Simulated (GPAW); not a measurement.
Wanted: an ASE script for a GPAW 26.7.0 run.

```
Task                : single point
Functional          : TB-mBJ
Potentials or basis : GPAW PAW data sets for LDA (gpaw-data 1.2.1)
Cutoff              : 800 eV
Basis               : pw
k mesh              : 9 × 9 × 9
Occupations         : fermi-dirac, width 0.05 eV
Spin                : no spin polarisation
Maxiter             : 150
```

The structure of HfN lies in POSCAR:

```
HfN
1.0
    0.0000000000      2.4548220000      2.4548220000
    2.4548220000      0.0000000000      2.4548220000
    2.4548220000      2.4548220000      0.0000000000
Hf N
1 1
Direct
    0.0000000000      0.0000000000      0.0000000000
    0.2500000000      0.2500000000      0.2500000000
```

The cell comes from a database or a generator and needn't be the stable form of this composition.

One way to write it, as run:

run.py

```python
from ase.dft.bandgap import bandgap
from ase.io import read, write
from gpaw import GPAW, PW

atoms = read('POSCAR')

calc = GPAW(mode=PW(800),
            xc='TB09',
            kpts={'size': (9, 9, 9), 'gamma': True},
            occupations={'name': 'fermi-dirac', 'width': 0.05},
            nbands=19,
            convergence={'density': 1e-05, 'energy': 1e-05},
            eigensolver='cg',
            maxiter=150,
            txt='gpaw.txt')
atoms.calc = calc
energy = atoms.get_potential_energy()
calc.write('gs.gpw')
write('result.traj', atoms)
print('Fermi level:', round(calc.get_fermi_level(), 4), 'eV')
print(f'Gap: {bandgap(calc)[0]:.4f} eV, direct: {bandgap(calc, direct=True)[0]:.4f} eV')
```

Potentials or basis: GPAW PAW data sets for LDA (gpaw-data 1.2.1), pw.

Run with:

```console
$ OMP_NUM_THREADS=1 python run.py
```

It gave:

| Property | Result |
| --- | --- |
| Band gap on the k mesh | none (metal or under the smearing width) |

Caveat: a model potential gives levels but no total energy.

Run time: 3.4 min on 1 thread of Intel(R) Xeon(R) Platinum 8259CL CPU @ 2.50GHz (Skylake/Cascade Lake) (shared host), peak memory 0.31 GiB.
